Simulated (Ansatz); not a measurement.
The elements of this relaxed trial crystal are hidden behind letters.

```
lattice vectors (Å)
  -1.7261    1.7261   10.2654
   1.7261   -1.7261   10.2654
   1.7261    1.7261  -10.2654
fractional positions
X 0.8094 0.8094 0.0000
X 0.0000 0.0000 0.0000
X 0.1906 0.1906 0.0000
Z 0.4022 0.4022 0.0000
Z 0.5978 0.5978 0.0000
```

All numbers below come from DFT PBE, scalar-relativistic, plane waves, PAW (Ansatz 0.2.0). Cutoff 420 eV, Γ-centred 16×16×16 mesh (5-atom cell), Gaussian smearing of 0.10 eV, no spin polarisation.

- Space group: I4/mmm (No. 139)
- Conventional cell: a = 3.452 Å, c = 20.531 Å
- Volume per atom: 24.47 Å³
- Density: 6.81 g/cm³
- Formation energy: +0.18 eV/atom
- Gap on the 16×16×16 mesh of the 5-atom cell: 0 eV (a metal)

Energies are uncorrected and count from the elements' standard states at the same level.

Q: X is a p-block element of period 5 and Z is a p-block element of period 4. Which elements are they?

A: X = Sn, Z = Ge, so the formula is Sn3Ge2. Density times volume gives a mean mass of 6.81 × 24.47/1.6605 = 100.4 u per atom, and this set has 100.3 u. Around Sn on a site of symmetry 4mm lie 4 Ge at 3.10 Å, 8 Sn at 3.45 Å and 1 Sn at 3.91 Å; Sn on a site of symmetry 4/mmm is surrounded by 8 Ge at 3.16 Å, 4 Sn at 3.45 Å and 2 Sn at 3.91 Å; Ge has 8 Sn at 3.10–3.16 Å and 4 Ge at 3.45 Å. Other sets within the hints have nearly the same mass, so mass alone doesn't settle it; this one was computed.

A structure relaxed within its symmetry needn't be a true minimum. Another cell of Sn3Ge2 relaxed alike, in I4/mmm, lies 14 meV/atom lower, so this cell isn't the stable form at this level.
